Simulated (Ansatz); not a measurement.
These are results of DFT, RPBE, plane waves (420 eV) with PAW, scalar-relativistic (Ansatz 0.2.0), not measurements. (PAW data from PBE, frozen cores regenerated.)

An element in the simple cubic structure gives this curve. The cell is scaled uniformly from the relaxed one, with fractional coordinates and shape fixed. Energies are extrapolated to zero smearing, pressures are those at the given smearing. Magnetic state: ferromagnetic.

| V (Å³/atom) | E − E₀ (meV/atom) | P (GPa) | sphere moment (μB) |
| --- | --- | --- | --- |
| 12.170 | 85.6 | 19.55 | 2.23 |
| 12.724 | 33.0 | 11.30 | 2.29 |
| 13.277 | 5.9 | 4.68 | 2.35 |
| 13.830 | -0.4 | -0.27 | 2.42 |
| 14.383 | 8.0 | -3.76 | 2.52 |
| 14.936 | 25.1 | -5.62 | 2.67 |
| 15.490 | 47.7 | -7.59 | 2.77 |

Question: Which element is it?
A. vanadium
B. iron
C. manganese
D. chromium

Answer: B. Its fit is V₀ = 13.77 Å³/atom, B₀ = 103 GPa, B₀′ = 8.0.
